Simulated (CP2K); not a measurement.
Crystal: Zr.

```xyz
2
Lattice="3.2320 0.0000 0.0000 -1.6160 2.7990 0.0000 0.0000 0.0000 5.1470" Properties=species:S:1:pos:R:3 pbc="T T T"
Zr    1.6160    0.9330    3.8603
Zr    0.0000    1.8660    1.2868
```

Base run:

* Program: CP2K 2026.2
* Functional: BLYP
* Potentials or basis: POTENTIAL_UZH Zr GTH-PBE-q12; TZVP-MOLOPT-PBE-GTH basis
* Density cutoff: 9524 eV
* k mesh: 9 × 9 × 5
* Occupations: fermi-dirac, width 0.05 eV
* Spin: no spin polarisation

Its results: band gap on the k mesh none (metal or under the smearing width); pressure 4.2 GPa.

Task: After a change of settings the same cell gave: band gap on the k mesh none (metal or under the smearing width); pressure -2.4 GPa. Which change was it?
A. functional from BLYP to PBE
B. functional from BLYP to RPBE
C. functional from BLYP to LDA
D. functional from BLYP to PBEsol

Result: D.

PBEsol binds more tightly than BLYP, so the same cell stands under less pressure.

Caveats: the potentials were made for another functional, which shifts forces and pressure; the basis of atomic orbitals isn't converged, which shifts pressures, moduli and gaps.

Not every run made on this cell is shown here.
